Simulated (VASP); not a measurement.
The system is HgSe.

```
CELL_PARAMETERS angstrom
0.00000 3.03900 3.03900
3.03900 0.00000 3.03900
3.03900 3.03900 0.00000
ATOMIC_POSITIONS crystal
Hg 0.00000 0.00000 0.00000
Se 0.75000 0.75000 0.75000
```

* Program: VASP 6.6.1
* Task: relaxation of cell and atoms
* Functional: revPBE
* Dispersion: D3(BJ)
* Potentials or basis: VASP PAW PBE potentials, release 64 (Hg, Se)
* Cutoff: 600 eV
* k mesh: 6 × 6 × 6
* Occupations: fermi-dirac, width 0.05 eV
* Spin: spin-orbit coupling, no magnetisation

At the start: pressure 1.8 GPa; volume 28.07 Å³/atom.

Q: Where does the relaxation end?

A: Over 3 steps the energy falls by 5.4 meV/atom and the volume is 29.03 Å³/atom (+3.4 %); space group F-43m (No. 216, to 0.05 Å).

The path:
```
step  energy change (eV)  largest force (eV/Å)  pressure (GPa)  volume (Å³)
   1              0.0000                0.0000            1.85        56.13
   2             -0.0093                0.0000           -0.62        58.81
   3             -0.0107                0.0000            0.02        58.06
```

Final structure:
```xyz
2
Lattice="0.0000 3.0734 3.0734 3.0734 0.0000 3.0734 3.0734 3.0734 0.0000" Properties=species:S:1:pos:R:3 pbc="T T T"
Hg    0.0000    0.0000    0.0000
Se    4.6100    4.6100    4.6100
```

Caveat: the PAW data sets were made with another functional, which shifts forces and pressure a little.
